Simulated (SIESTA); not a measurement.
The system is PbSe (Clausthalite).

```xyz
2
Lattice="0.0000 3.0606 3.0606 3.0606 0.0000 3.0606 3.0606 3.0606 0.0000" Properties=species:S:1:pos:R:3 pbc="T T T"
Pb    0.0000    0.0000    0.0000
Se    3.0606    3.0606    3.0606
```

Base run:

| Property | Result |
| --- | --- |
| Program | SIESTA 5.4.2 |
| Functional | PBE |
| Potentials or basis | Ansatz NC with PseudoDojo 0.4 standard (PBE files) |
| Basis | DZP (energy shift 0.002 Ry) |
| Grid cutoff | 500 Ry |
| Energy shift | 0.002 Ry |
| k mesh | 8 × 8 × 8 |
| Occupations | fermi-dirac, width 0.05 eV |
| Spin | no spin polarisation |

Its results: band gap on the k mesh 0.39 eV, direct; pressure 3.9 GPa.

Q: The run is repeated on the same cell with these changes: potentials or basis from Ansatz NC with PseudoDojo 0.4 standard (PBE files) to SG15 1.2 (PBE files) or PseudoDojo by element; valence electrons from 30 to 20. What comes out?

A: Band gap on the k mesh 0.36 eV, direct; pressure 3.1 GPa.

Caveats: semicore shells carry a single zeta, which can move pressures by several GPa and volumes by a few percent; spin-orbit coupling is left out, which as a rule narrows the gap of such compounds by several tenths of an eV; the basis of atomic orbitals isn't converged, which shifts pressures, moduli and gaps.

Not every run made on this cell is shown here.
